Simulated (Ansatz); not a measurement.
AlSb (zinc blende)

```
CELL_PARAMETERS angstrom
      0.00000     3.11275     3.11275
      3.11275     0.00000     3.11275
      3.11275     3.11275     0.00000
ATOMIC_POSITIONS crystal
  Sb 0.75000 0.75000 0.75000
  Al 0.00000 0.00000 0.00000
```

Two-dimensional scan of atom 1 (Sb, nearest neighbour Al at 2.696 Å; its periodic images, 4.4 Å or more away, move with it): u runs along (1.000, 0.000, 0.000), v along (0.000, 1.000, 0.000) (Cartesian). Cell and other atoms are fixed.

All values below come from PBE (plane waves to 420 eV, PAW, scalar-relativistic; Ansatz, an electronic-structure program). k mesh 10×10×10 (Γ-centred), Fermi-Dirac smearing 0.05 eV. E stands for the smeared free energy. As the smearing reaches across the gap at some points, energies and forces of such displacements shift with the k mesh and the smearing. AlSb was relaxed with its symmetry unable to fall. Spin-orbit coupling is left out, though Sb is heavy. The zero of ΔE is the undisplaced structure. Axes are in Å.

**Question.** Give the computed ΔE (eV/cell) at all points of the grid u = -0.670, -0.335, 0.000, 0.335, 0.670 by v = -0.670, -0.335, 0.000, 0.335, 0.670.

**Answer.** ΔE (eV/cell), with u across and v down:

| v \ u | -0.670 | -0.335 | 0.000 | 0.335 | 0.670 |
|---|---|---|---|---|---|
| -0.670 | 3.701 | 2.033 | 1.421 | 2.033 | 3.701 |
| -0.335 | 2.033 | 0.859 | 0.403 | 0.859 | 2.033 |
| 0.000 | 1.421 | 0.403 | 0.000 | 0.403 | 1.421 |
| 0.335 | 2.033 | 0.859 | 0.403 | 0.859 | 2.033 |
| 0.670 | 3.701 | 2.033 | 1.421 | 2.033 | 3.701 |

(For displaced atoms, the force is minus the slope of the energy, and its curvature is a force constant, which sets phonon frequencies.)
